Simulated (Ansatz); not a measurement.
**Mechanical response of InP (F-43m)**

```
In P
1.0
     0.00000    2.93933    2.93933
     2.93933    0.00000    2.93933
     2.93933    2.93933    0.00000
In P
1 1
Direct
  0.00000 0.00000 0.00000
  0.75000 0.75000 0.75000
```

Level of theory, where no other is named: PBEsol, all-electron LAPW in Ansatz 0.2.0, scalar-relativistic. k mesh 8×8×8, fixed occupations, basis error target 1 meV/atom. The cell was relaxed by PAW under this functional.

The cell is cubic and carries a residual pressure of -0.02 GPa at this level. Each strain component that symmetry leaves independent is applied at ±0.005 and ±0.01, the ions relax wherever a strain frees them, and the stress (tension positive, GPa) is read. Shears are engineering strains, γ = 2ε.

```json
{"strain": "xx", "size": "-0.01", "σxx": "-0.9422", "σyy": "-0.5314", "σzz": "-0.5314", "σyz": "0.0000", "σxz": "0.0000", "σxy": "0.0000"}
{"strain": "xx", "size": "-0.005", "σxx": "-0.4609", "σyy": "-0.2530", "σzz": "-0.2530", "σyz": "0.0000", "σxz": "0.0000", "σxy": "0.0000"}
{"strain": "xx", "size": "+0.005", "σxx": "0.4869", "σyy": "0.2741", "σzz": "0.2741", "σyz": "0.0000", "σxz": "0.0000", "σxy": "0.0000"}
{"strain": "xx", "size": "+0.01", "σxx": "0.9532", "σyy": "0.5232", "σzz": "0.5232", "σyz": "0.0000", "σxz": "0.0000", "σxy": "0.0000"}
{"strain": "yz", "size": "-0.01", "σxx": "0.0167", "σyy": "0.0138", "σzz": "0.0138", "σyz": "-0.4322", "σxz": "0.0000", "σxy": "0.0000"}
{"strain": "yz", "size": "-0.005", "σxx": "0.0158", "σyy": "0.0150", "σzz": "0.0150", "σyz": "-0.2161", "σxz": "0.0000", "σxy": "0.0000"}
{"strain": "yz", "size": "+0.005", "σxx": "0.0158", "σyy": "0.0150", "σzz": "0.0150", "σyz": "0.2161", "σxz": "0.0000", "σxy": "0.0000"}
{"strain": "yz", "size": "+0.01", "σxx": "0.0167", "σyy": "0.0138", "σzz": "0.0138", "σyz": "0.4322", "σxz": "0.0000", "σxy": "0.0000"}
```

The slope is [8(σ(+δ) − σ(−δ)) − (σ(+2δ) − σ(−2δ))]/(12δ), and the program imposes the crystal's symmetry on the matrix.

Problem. What are the independent elastic constants?

Solution. C11 = 94.8, C12 = 52.7, C44 = 43.2 GPa.

Problem. Do they meet the Born conditions?

Solution. C11 − C12 = 42.1, C11 + 2C12 = 200.2 and C44 = 43.2 GPa must all be positive, so the crystal is elastically stable; that says nothing yet of its phonons.

Problem. What moduli does a random aggregate of grains have?

Solution. B = (C11 + 2C12)/3 = 66.7 GPa. G_V = (C11 − C12 + 3C44)/5 = 34.3 and G_R = 5(C11 − C12)C44/(4C44 + 3(C11 − C12)) = 30.4, so G_H = 32.4 GPa. Then E = 9BG/(3B + G) = 83.6 GPa, ν = (3B − 2G)/(6B + 2G) = 0.291 and B/G = 2.06, on the ductile side of Pugh's 1.75 (a rule of thumb, made for metals; it doesn't predict ductility here).

Problem. With the density of 4.767 g/cm³, how fast does sound travel, and what Debye temperature follows?

Solution. 

```json
{"direction": "[100]", "slow (m/s)": "3011", "middle (m/s)": "3011", "fast (m/s)": "4459"}
{"direction": "[110]", "slow (m/s)": "2101", "middle (m/s)": "3011", "fast (m/s)": "4954"}
{"direction": "[111]", "slow (m/s)": "2442", "middle (m/s)": "2442", "fast (m/s)": "5108"}
```

The mean of v⁻³ over directions and branches gives v_m = 2882 m/s and θ_D = (ħ/k_B) v_m (6π²n)^(1/3) = 292 K, n being atoms per volume. Young's modulus spans 57 to 107 GPa over directions, and the universal anisotropy index is 0.65.

Problem. How far do the constants move if PAW replaces LAPW in the same cell?

Solution. 

```tsv
constant	LAPW (GPa)	PAW (GPa)	difference
C11	94.8	94.8	0.0
C12	52.7	52.8	0.1
C44	43.2	43.2	0.0
```

Limits of these numbers: constants at zero field, no piezoelectric stiffening; the frozen-core PAW files of the compared runs were fitted under PBE, their cores solved anew for this functional.
